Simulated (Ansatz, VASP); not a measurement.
## Two plane-wave programs on Mo

```
CELL_PARAMETERS angstrom
-1.55577 1.55577 1.55577
1.55577 -1.55577 1.55577
1.55577 1.55577 -1.55577
ATOMIC_POSITIONS crystal
Mo 0.00000 0.00000 0.00000
```

Alike in both runs: functional LDA; k mesh 16 × 16 × 16; occupations fermi-dirac, width 0.15 eV; no spin polarisation.

Ansatz relaxed the structure, and its values are those at the end. VASP's run is a single point on that final structure, the one shown.

|  | VASP | Ansatz |
| --- | --- | --- |
| version | VASP 6.6.1 | Ansatz 0.2.0 |
| potentials or method | VASP PAW LDA potentials, release 64 (Mo_sv) | scalar-relativistic, plane waves, PAW |
| plane-wave cutoff (eV) | 520 | 600 |
| valence electrons in the cell | 14 | 14 |

Ansatz gave:

```
gap on the k mesh at the Fermi level (eV) : none
pressure (GPa)                            : 0.0
```

Task: Which values does VASP return?

Result: gap on the k mesh at the Fermi level (eV): none; pressure (GPa): 1.2.

A gap of «none» marks a metal or a gap that the smearing closes. Ansatz warned: «pseudo_functional_mismatch».
